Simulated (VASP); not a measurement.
The system is Ge.

```
Ge
1.0
     3.99759    0.00000    0.00000
    -1.99879    3.46201    0.00000
     0.00000    0.00000    6.59938
Ge
4
Direct
  0.66667 0.33333 0.06290
  0.33333 0.66667 0.56290
  0.66667 0.33333 0.43710
  0.33333 0.66667 0.93710
```

This isn't the form of Ge at room conditions, which is diamond.

```yaml
Program: VASP 6.6.1
Task: relaxation of cell and atoms
Functional: LDA
Potentials_or_basis: VASP PAW LDA potentials, release 64 (Ge_d)
Cutoff: 600 eV
k_mesh: 12 × 12 × 5
Occupations: gaussian, width 0.03 eV
Spin: no spin polarisation
```

At the start: pressure -1.8 GPa; volume 22.83 Å³/atom.

**Question.** How do energy, volume and symmetry change on relaxing?

**Answer.** Over 7 steps the energy falls by 3.6 meV/atom and the volume is 22.22 Å³/atom (-2.7 %); space group P6_3/mmc (No. 194, to 0.05 Å).

Step by step:
| step | energy change (eV) | largest force (eV/Å) | pressure (GPa) | volume (Å³) |
| --- | --- | --- | --- | --- |
| 1 | 0.0000 | 0.0045 | -1.76 | 91.33 |
| 2 | -0.0130 | 0.0040 | 0.48 | 88.06 |
| 3 | -0.0146 | 0.0009 | 0.10 | 88.76 |
| 4 | -0.0146 | 0.0004 | -0.17 | 88.90 |
| 5 | -0.0146 | 0.0017 | 0.07 | 88.82 |
| 6 | -0.0146 | 0.0017 | -0.18 | 88.94 |
| 7 | -0.0146 | 0.0026 | 0.03 | 88.86 |

Final structure:
```
Ge
1.0
     3.96188    0.00000    0.00000
    -1.98094    3.43109    0.00000
     0.00000    0.00000    6.53726
Ge
4
Cartesian
  1.9809 1.1437 0.4111
  0.0000 2.2874 3.6797
  1.9809 1.1437 2.8576
  0.0000 2.2874 6.1262
```
